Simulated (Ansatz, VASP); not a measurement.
**Two plane-wave programs on GaSb**

```xyz
2
Lattice="0.0000 2.8360 2.8360 2.8360 0.0000 2.8360 2.8360 2.8360 0.0000" Properties=species:S:1:pos:R:3 pbc="T T T"
Ga    0.0000    0.0000    0.0000
Sb    2.8360    2.8360    2.8360
```

Measurements of this composition are mostly on another form, of space group No. 216.

Alike in both runs: task single point; functional PBEsol; k mesh 6 × 6 × 6; occupations gaussian, width 0.05 eV; no spin polarisation.

```csv
,VASP,Ansatz
version,VASP 6.6.1,Ansatz 0.2.0
potentials or method,"VASP PAW PBE potentials, release 64 (Ga_d, Sb)","scalar-relativistic, plane waves, PAW"
plane-wave cutoff (eV),520,420
valence electrons in the cell,18,28
```

Ansatz gave:

```
gap on the k mesh at the Fermi level (eV) : none
pressure (GPa)                            : 0.8
```

**Question.** What did VASP give for the same quantities?

**Answer.** gap on the k mesh at the Fermi level (eV): none; pressure (GPa): 0.9.

A gap of «none» marks a metal or a gap that the smearing closes. The two sets of potentials don't hold the same shells in valence.

Caveats: the PAW data sets were made with another functional, which shifts forces and pressure a little (VASP). The runs have no spin-orbit coupling, so splittings on Sb are missing.
